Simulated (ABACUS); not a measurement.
# Na2S (Fm-3m) in ABACUS: equation of state

How stiff is Na2S in PBE, and what volume does it want? The cell is scaled to several volumes.

Program: ABACUS 3.10.1. These are calculated values, not measurements. Logs are shortened: lines on timing, memory, paths and dates and some standing lists are left out, and cuts for length are marked.

## Step 1: The structure

Symmetry: Fm-3m, No. 225, cubic system. The conventional cell has a = 6.547 Å, b = 6.547 Å, c = 6.547 Å, α = 90.00°, β = 90.00°, γ = 90.00°. S (site symmetry m-3m) has 8 Na at 2.83 Å as nearest neighbours. Na (site symmetry -43m) has 4 S at 2.83 Å as nearest neighbours.

## Step 2: Equation of state, PBE, 21.98 Å³/atom (volume scaled by 0.94)

File INPUT:

```
INPUT_PARAMETERS
suffix              Na2S
calculation         scf
basis_type          pw
pseudo_dir          ./
symmetry            1
dft_functional      pbe
ecutwfc             89
pseudo_rcut         10
nspin               1
nbands              16
ks_solver           dav
smearing_method     fd
smearing_sigma      0.00367493
scf_thr             1e-08
scf_nmax            100
mixing_type         broyden
mixing_beta         0.7
cal_force           1
cal_stress          1
kpar                4
```

File STRU:

```
ATOMIC_SPECIES
S 32.0600 S.upf
Na 22.9898 Na.upf

LATTICE_CONSTANT
1.8897261246

LATTICE_VECTORS
0.0000000000 3.2066751269 3.2066751269
3.2066751269 0.0000000000 3.2066751269
3.2066751269 3.2066751269 0.0000000000

ATOMIC_POSITIONS
Direct

S
0.0
1
0.0000000000 0.0000000000 0.0000000000 1 1 1

Na
0.0
2
0.7500000000 0.7500000000 0.7500000000 1 1 1
0.2500000000 0.2500000000 0.2500000000 1 1 1
```

File KPT:

```
K_POINTS
0
Gamma
7 7 7 0 0 0
```

Potentials or basis: PseudoDojo NC SR 0.4.1 PBE standard, plane waves.

Command:

```console
$ OMP_NUM_THREADS=1 mpirun -np 4 abacus > log
```

running log:

```text
ABACUS v3.10.1

               Atomic-orbital Based Ab-initio Computation at UStc

 ------------------------------------------------------------------------------------

 READING GENERAL INFORMATION
                           global_out_dir = OUT.Na2S/
                           global_in_card = INPUT
                               pseudo_dir = ./
                              orbital_dir =
                                    DSIZE = 4
                                    GSIZE = 1

 READING UNITCELL INFORMATION
                                    ntype = 2
                  lattice constant (Bohr) = 1.88973
              lattice constant (Angstrom) = 1

 READING ATOM TYPE 1
                               atom label = S
                      L=0, number of zeta = 1
                      L=1, number of zeta = 1
                      L=2, number of zeta = 1
             number of atom for this type = 1

 READING ATOM TYPE 2
                               atom label = Na
                      L=0, number of zeta = 1
                      L=1, number of zeta = 1
                      L=2, number of zeta = 1
             number of atom for this type = 2

                        TOTAL ATOM NUMBER = 3
DIRECT COORDINATES
    atom                   x                   y                   z     mag                  vx                  vy                  vz
taud_S1            0.0000000000        0.0000000000        0.0000000000  0.0000        0.0000000000        0.0000000000        0.0000000000
taud_Na1            0.7500000000        0.7500000000        0.7500000000  0.0000        0.0000000000        0.0000000000        0.0000000000
taud_Na2            0.2500000000        0.2500000000        0.2500000000  0.0000        0.0000000000        0.0000000000        0.0000000000

                          Volume (Bohr^3) = 445.032
                             Volume (A^3) = 65.9469

 Lattice vectors: (Cartesian coordinate: in unit of a_0)
                   +0            +3.20668            +3.20668
             +3.20668                  +0            +3.20668
             +3.20668            +3.20668                  +0
 Reciprocal vectors: (Cartesian coordinate: in unit of 2 pi/a_0)
            -0.155925           +0.155925           +0.155925
            +0.155925           -0.155925           +0.155925
            +0.155925           +0.155925           -0.155925
 The esolver type has been set to : ksdft_pw

                PAO radial cut off (Bohr) = 10

 Read in pseudopotential file is S.upf
                     pseudopotential type = NC
          exchange-correlation functional = PBE
                 nonlocal core correction = 1
                        valence electrons = 6
                                     lmax = 2
                           number of zeta = 2
                     number of projectors = 6
                           L of projector = 0
[... 5 lines left out ...]
                PAO radial cut off (Bohr) = 10

 Read in pseudopotential file is Na.upf
                     pseudopotential type = NC
          exchange-correlation functional = PBE
                 nonlocal core correction = 0
                        valence electrons = 9
                                     lmax = 1
                           number of zeta = 3
                     number of projectors = 4
                           L of projector = 0
                           L of projector = 0
                           L of projector = 1
                           L of projector = 1
     initial pseudo atomic orbital number = 14

 SETUP THE ELECTRONS NUMBER
             electron number of element S = 6
       total electron number of element S = 6
            electron number of element Na = 9
      total electron number of element Na = 18
            AUTOSET number of electrons:  = 24
                           occupied bands = 12
                                   NBANDS = 16
                                   NLOCAL = 27

%%%%%%%%%%%%%%%%%%%%%%%%%%%%%%%%%%%%%%%%%%%%%%%%%%%%%%%%%%%%%%%%%%%%%%%%%%%%%%%%%%%%%%%%%%%%%%%%%%%%%%%%%%
 Warning: the number of valence electrons in pseudopotential > 1 for Na: [Ne] 3s1
 Pseudopotentials with additional electrons can yield (more) accurate outcomes, but may be less efficient.
 If you're confident that your chosen pseudopotential is appropriate, you can safely ignore this warning.
%%%%%%%%%%%%%%%%%%%%%%%%%%%%%%%%%%%%%%%%%%%%%%%%%%%%%%%%%%%%%%%%%%%%%%%%%%%%%%%%%%%%%%%%%%%%%%%%%%%%%%%%%%

 SETUP THE PLANE WAVE BASIS
 energy cutoff for charge/potential (unit:Ry) = 356
            fft grid for charge/potential = [ 54, 54, 54 ]
                        fft grid division = [ 1, 1, 1 ]
        big fft grid for charge/potential = [ 54, 54, 54 ]
                                     nbxx = 157464
                                     nrxx = 157464

 SETUP PLANE WAVES FOR CHARGE/POTENTIAL
                    number of plane waves = 50629
                         number of sticks = 1801

 PARALLEL PW FOR CHARGE/POTENTIAL
[... 38 lines left out ...]
                        ROTATION MATRICES = 48
              PURE POINT GROUP OPERATIONS = 48
                   SPACE GROUP OPERATIONS = 48
                              POINT GROUP = O_h
               POINT GROUP IN SPACE GROUP = O_h

 SETUP K-POINTS
                                    nspin = 1
                   Input type of k points = Monkhorst-Pack(Gamma)
                                   nkstot = 343
                       right hand lattice = 1
(for reciprocal lattice: )
                             BRAVAIS TYPE = 2
                     BRAVAIS LATTICE NAME = 02. Cubic I (body-centered)
                                    ibrav = 2
                       right hand lattice = 1
(for k-lattice: )
                             BRAVAIS TYPE = 2
                     BRAVAIS LATTICE NAME = 02. Cubic I (body-centered)
                                    ibrav = 2
                       right hand lattice = 1
                        ROTATION MATRICES = 48
                               nkstot_ibz = 20
K-POINTS REDUCTION ACCORDING TO SYMMETRY
     IBZ    DIRECT_X    DIRECT_Y    DIRECT_Z  WEIGHT  ibz2bz
       1  0.00000000  0.00000000  0.00000000  0.0029       0
       2  0.14285714  0.14285714  0.14285714  0.0233       1
       3  0.28571429  0.28571429  0.28571429  0.0233       2
       4  0.42857143  0.42857143  0.42857143  0.0233       3
       5  0.14285714  0.14285714  0.00000000  0.0175       8
       6  0.28571429  0.14285714  0.28571429  0.0700       9
[... 12 lines left out ...]
      19 -0.42857143  0.42857143  0.14285714  0.0700      74
      20 -0.28571429  0.42857143  0.28571429  0.0700      75

                               nkstot now = 20
[... K-POINTS DIRECT COORDINATES: 20 rows ...]

           k-point number in this process = 5
       minimum distributed K point number = 5
[... stars of the k points ...]

[... K-POINTS CARTESIAN COORDINATES: 5 rows ...]

[... K-POINTS DIRECT COORDINATES: 5 rows ...]

 SETUP PLANE WAVES FOR WAVE FUNCTIONS
     energy cutoff for wavefunc (unit:Ry) = 89
              fft grid for wave functions = [ 54, 54, 54 ]
                    number of plane waves = 7119
                         number of sticks = 499

 PARALLEL PW FOR WAVE FUNCTIONS
     PROC   COLUMNS(POT)             PW
        1            499           7119
 --------------- sum -------------------
        1            499           7119

 SETUP NONLOCAL PSEUDOPOTENTIALS IN PLANE WAVE BASIS
 S non-local projectors:
 projector 1 L=0
 projector 2 L=0
 projector 3 L=1
 projector 4 L=1
 projector 5 L=2
 projector 6 L=2
 Na non-local projectors:
 projector 1 L=0
 projector 2 L=0
 projector 3 L=1
 projector 4 L=1
      TOTAL NUMBER OF NONLOCAL PROJECTORS = 34

 Init Non-Local PseudoPotential table :
 Init Non-Local-Pseudopotential done.

                                     npwx = 6315

 Make real space PAO into reciprocal space.
       max mesh points in Pseudopotential = 1001
     dq(describe PAO in reciprocal space) = 0.01
                                    max q = 1136

 number of pseudo atomic orbitals for S is 2
WARNING: norm of atomic wavefunction # 2 of atomic type S is 0.999996, renormalized

 number of pseudo atomic orbitals for Na is 3
WARNING: norm of atomic wavefunction # 3 of atomic type Na is 0.996862, renormalized

 -------------------------------------------
[... 5 lines left out ...]

 Notice: Threshold on eigenvalues was too large.
 hsover_error=0.24 > DRHO=0.205687
 Origin diag ethr = 0.01
 New diag ethr = 0.000857029

 Density error is 0.203372272521
                          Error Threshold = 0.000857029221955
----------------------------------------------------------
     Energy           Rydberg                 eV
----------------------------------------------------------
 E_KohnSham     -205.1104996246      -2790.6715145211
 E_Harris       -205.5871778978      -2797.1570551503
 E_Fermi        0.1922458125         2.6156384672
----------------------------------------------------------
[... 75 lines left out ...]
 Density error is 9.77059238724e-10
                          Error Threshold = 1.15439985052e-10
----------------------------------------------------------
     Energy           Rydberg                 eV
----------------------------------------------------------
 E_KohnSham     -205.1652302645      -2791.4161630787
 E_KS(sigma->0) -205.1652302645      -2791.4161630787
 E_Harris       -205.1652792776      -2791.4168299366
 E_band         -31.9024218123       -434.0547166474
 E_one_elec     -144.8217590704      -1970.4011177412
 E_Hartree      77.4654829626        1053.9719666130
 E_xc           -34.0455870550       -463.2139757025
 E_Ewald        -103.7633671016      -1411.7730362480
 E_entropy(-TS) -0.0000000000        -0.0000000000
 E_descf        0.0000000000         0.0000000000
 E_exx          0.0000000000         0.0000000000
 E_Fermi        0.2874330117         3.9107267521
----------------------------------------------------------

 charge density convergence is achieved
 final etot is -2791.4161631 eV
 EFERMI = 3.9107267521 eV

 STATE ENERGY(eV) AND OCCUPATIONS    NSPIN == 1
 1/5 kpoint (Cartesian) = 0.0000 0.0000 0.0000 (6303 pws)
       1       -47.8409     0.00583090
       2       -47.8256     0.00583090
       3       -19.8117     0.00583090
       4       -19.8117     0.00583090
       5       -19.8117     0.00583090
       6       -19.7474     0.00583090
[... 8 lines left out ...]
      15        10.2777    2.90351e-58
      16        10.2777    2.90351e-58
[... 59 lines left out ...]
       4       -19.8143      0.0349854
       5       -19.7965      0.0349854
       6       -19.7659      0.0349854
[... 8 lines left out ...]
      15        10.4556    4.96790e-59
      16        10.5691    5.12413e-60

------------------------------------------------------------------------------------------
 TOTAL-FORCE (eV/Angstrom)
------------------------------------------------------------------------------------------
                        S1         0.0000000000         0.0000000000         0.0000000000
                       Na1         0.0000000000         0.0000000000         0.0000000000
                       Na2         0.0000000000         0.0000000000         0.0000000000
------------------------------------------------------------------------------------------

----------------------------------------------------------------
 TOTAL-STRESS (KBAR)
----------------------------------------------------------------
        23.8178254497         0.0000000000        -0.0000000000
         0.0000000000        23.8178254497        -0.0000000000
         0.0000000000        -0.0000000000        23.8178254497
----------------------------------------------------------------
 TOTAL-PRESSURE: 23.817825 KBAR

 --------------------------------------------
 !FINAL_ETOT_IS -2791.4161630787193644 eV
 --------------------------------------------
```

It took 38 s on 4 MPI ranks of Intel Xeon Platinum 8175M at 2.50GHz (Skylake/Cascade Lake), shared host; peak memory 0.48 GiB.

Results:

```yaml
Free_energy: -2791.4162 eV
Pressure: 2.4 GPa
Band_gap_on_the_k_mesh: 2.68 eV, direct
```

## Step 3: Equation of state, PBE, 22.45 Å³/atom (volume scaled by 0.96)

INPUT is that of step 2.

STRU, as its differences from that of step 2:

```diff
@@ -8,5 +8,5 @@
 LATTICE_VECTORS
-0.0000000000 3.2066751269 3.2066751269
-3.2066751269 0.0000000000 3.2066751269
-3.2066751269 3.2066751269 0.0000000000
+0.0000000000 3.2292580901 3.2292580901
+3.2292580901 0.0000000000 3.2292580901
+3.2292580901 3.2292580901 0.0000000000
```

KPT is that of step 2.

Potentials or basis: PseudoDojo NC SR 0.4.1 PBE standard, plane waves.

Command:

```console
$ OMP_NUM_THREADS=1 mpirun -np 4 abacus > log
```

Wall time 35 s (4 MPI ranks of Intel Xeon Platinum 8175M at 2.50GHz (Skylake/Cascade Lake), shared host); peak memory 0.52 GiB.

It converged, with:

```yaml
Free_energy: -2791.4337 eV
Pressure: 1.6 GPa
Band_gap_on_the_k_mesh: 2.61 eV, direct
```

## Step 4: Equation of state, PBE, 22.92 Å³/atom (volume scaled by 0.98)

INPUT is that of step 3.

STRU, as its differences from that of step 3:

```diff
@@ -8,5 +8,5 @@
 LATTICE_VECTORS
-0.0000000000 3.2292580901 3.2292580901
-3.2292580901 0.0000000000 3.2292580901
-3.2292580901 3.2292580901 0.0000000000
+0.0000000000 3.2515295394 3.2515295394
+3.2515295394 0.0000000000 3.2515295394
+3.2515295394 3.2515295394 0.0000000000
```

KPT is that of step 3.

Command:

```console
$ OMP_NUM_THREADS=1 mpirun -np 4 abacus > log
```

Run time: 35 s. Hardware: 4 MPI ranks of Intel Xeon Platinum 8175M at 2.50GHz (Skylake/Cascade Lake), shared host; peak memory 0.52 GiB.

It converged, with:

```
Free energy            : -2791.4448 eV
Pressure               : 0.9 GPa
Band gap on the k mesh : 2.54 eV, direct
```

## Step 5: Equation of state, PBE, 23.39 Å³/atom

INPUT is that of step 4.

STRU, as its differences from that of step 4:

```diff
@@ -8,5 +8,5 @@
 LATTICE_VECTORS
-0.0000000000 3.2515295394 3.2515295394
-3.2515295394 0.0000000000 3.2515295394
-3.2515295394 3.2515295394 0.0000000000
+0.0000000000 3.2735000000 3.2735000000
+3.2735000000 0.0000000000 3.2735000000
+3.2735000000 3.2735000000 0.0000000000
```

KPT is that of step 4.

Command:

```console
$ OMP_NUM_THREADS=1 mpirun -np 4 abacus > log
```

Wall time 35 s (4 MPI ranks of Intel Xeon Platinum 8175M at 2.50GHz (Skylake/Cascade Lake), shared host); peak memory 0.52 GiB.

The run converged. Its results:

```
Free energy            : -2791.4502 eV
Pressure               : 0.3 GPa
Band gap on the k mesh : 2.48 eV, direct
```

## Step 6: Equation of state, PBE, 23.85 Å³/atom (volume scaled by 1.02)

INPUT is that of step 5.

STRU, as its differences from that of step 5:

```diff
@@ -8,5 +8,5 @@
 LATTICE_VECTORS
-0.0000000000 3.2735000000 3.2735000000
-3.2735000000 0.0000000000 3.2735000000
-3.2735000000 3.2735000000 0.0000000000
+0.0000000000 3.2951794397 3.2951794397
+3.2951794397 0.0000000000 3.2951794397
+3.2951794397 3.2951794397 0.0000000000
```

KPT is that of step 5.

Potentials or basis: PseudoDojo NC SR 0.4.1 PBE standard, plane waves.

Command:

```console
$ OMP_NUM_THREADS=1 mpirun -np 4 abacus > log
```

running log:

```text
ABACUS v3.10.1

               Atomic-orbital Based Ab-initio Computation at UStc

 ------------------------------------------------------------------------------------

 READING GENERAL INFORMATION
                           global_out_dir = OUT.Na2S/
                           global_in_card = INPUT
                               pseudo_dir = ./
                              orbital_dir =
                                    DSIZE = 4
                                    GSIZE = 1

 READING UNITCELL INFORMATION
                                    ntype = 2
                  lattice constant (Bohr) = 1.88973
              lattice constant (Angstrom) = 1

 READING ATOM TYPE 1
                               atom label = S
                      L=0, number of zeta = 1
[... 356 lines left out ...]
       6       -20.4285     0.00583090
[... 8 lines left out ...]
      15        9.49492    7.73600e-60
      16        9.49492    7.73600e-60
[... 59 lines left out ...]
       4       -20.4800      0.0349854
       5       -20.4665      0.0349854
       6       -20.4423      0.0349854
[... 8 lines left out ...]
      15        9.75415    2.59984e-61
      16        9.75415    2.59984e-61

------------------------------------------------------------------------------------------
 TOTAL-FORCE (eV/Angstrom)
------------------------------------------------------------------------------------------
                        S1         0.0000000000         0.0000000000         0.0000000000
                       Na1         0.0000000000         0.0000000000         0.0000000000
                       Na2         0.0000000000         0.0000000000         0.0000000000
------------------------------------------------------------------------------------------

----------------------------------------------------------------
 TOTAL-STRESS (KBAR)
----------------------------------------------------------------
        -2.5188027076        -0.0000000000         0.0000000000
        -0.0000000000        -2.5188027076         0.0000000000
        -0.0000000000         0.0000000000        -2.5188027076
----------------------------------------------------------------
 TOTAL-PRESSURE: -2.518803 KBAR

 --------------------------------------------
 !FINAL_ETOT_IS -2791.4504763445615936 eV
 --------------------------------------------
```

Wall time 36 s (4 MPI ranks of Intel Xeon Platinum 8175M at 2.50GHz (Skylake/Cascade Lake), shared host); peak memory 0.52 GiB.

What came out:

```
Free energy            : -2791.4505 eV
Pressure               : -0.3 GPa
Band gap on the k mesh : 2.41 eV, direct
```

## Step 7: Equation of state, PBE, 24.32 Å³/atom (volume scaled by 1.04)

INPUT is that of step 6.

STRU, as its differences from that of step 6:

```diff
@@ -8,5 +8,5 @@
 LATTICE_VECTORS
-0.0000000000 3.2951794397 3.2951794397
-3.2951794397 0.0000000000 3.2951794397
-3.2951794397 3.2951794397 0.0000000000
+0.0000000000 3.3165773084 3.3165773084
+3.3165773084 0.0000000000 3.3165773084
+3.3165773084 3.3165773084 0.0000000000
```

KPT is that of step 6.

Command:

```console
$ OMP_NUM_THREADS=1 mpirun -np 4 abacus > log
```

It took 36 s on 4 MPI ranks of Intel Xeon Platinum 8175M at 2.50GHz (Skylake/Cascade Lake), shared host; peak memory 0.52 GiB.

Results (log left out):

```
Free energy            : -2791.4461 eV
Pressure               : -0.8 GPa
Band gap on the k mesh : 2.35 eV, direct
```

## Step 8: Equation of state, PBE, 24.79 Å³/atom (volume scaled by 1.06)

INPUT is that of step 7.

STRU, as its differences from that of step 7:

```diff
@@ -8,5 +8,5 @@
 LATTICE_VECTORS
-0.0000000000 3.3165773084 3.3165773084
-3.3165773084 0.0000000000 3.3165773084
-3.3165773084 3.3165773084 0.0000000000
+0.0000000000 3.3377025742 3.3377025742
+3.3377025742 0.0000000000 3.3377025742
+3.3377025742 3.3377025742 0.0000000000
```

KPT is that of step 7.

Command:

```console
$ OMP_NUM_THREADS=1 mpirun -np 4 abacus > log
```

It took 36 s on 4 MPI ranks of Intel Xeon Platinum 8175M at 2.50GHz (Skylake/Cascade Lake), shared host; peak memory 0.52 GiB.

Results (log left out):

| Property | Result |
| --- | --- |
| Free energy | -2791.4375 eV |
| Pressure | -1.2 GPa |
| Band gap on the k mesh | 2.29 eV, direct |

## Step 9: Equation of state, PBE

Potentials or basis: PseudoDojo NC SR 0.4.1 PBE standard, plane waves.

No new run: the results of the series are fitted here.

What came out:

| Item | Value |
| --- | --- |
| Equilibrium volume | 23.64 Å³/atom |
| Bulk modulus | 28 GPa |
| Pressure derivative of the bulk modulus | 4.3 |

Energy against volume, from the lowest point:
```
volume (Å³/atom)  energy (meV/atom)
          21.982              11.44
          22.450               5.60
          22.918               1.89
          23.385               0.09
          23.853               0.00
          24.321               1.46
          24.789               4.31
```
